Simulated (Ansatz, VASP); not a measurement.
# Be: VASP beside Ansatz

```xyz
1
Lattice="0.0000 1.5107 1.5107 1.5107 0.0000 1.5107 1.5107 1.5107 0.0000" Properties=species:S:1:pos:R:3 pbc="T T T"
Be    0.0000    0.0000    0.0000
```

Change from the starting cell: volume scaled by 0.92, PAW files.

Alike in both runs: task single point; functional LDA; k mesh 21 × 21 × 21; occupations fermi-dirac, width 0.05 eV; no spin polarisation.

|  | VASP | Ansatz |
| --- | --- | --- |
| version | VASP 6.6.1 | Ansatz 0.2.0 |
| potentials or method | VASP PAW LDA potentials, release 64 (Be) | PAW with Ansatz's default frozen-core files, scalar-relativistic |
| plane-wave cutoff (eV) | 520 | 420 |
| valence electrons in the cell | 2 | 2 |

Ansatz gave:

```
pressure (GPa) : 12.7
```

Q: Which values does VASP return?

A: Pressure (GPa): 13.2.
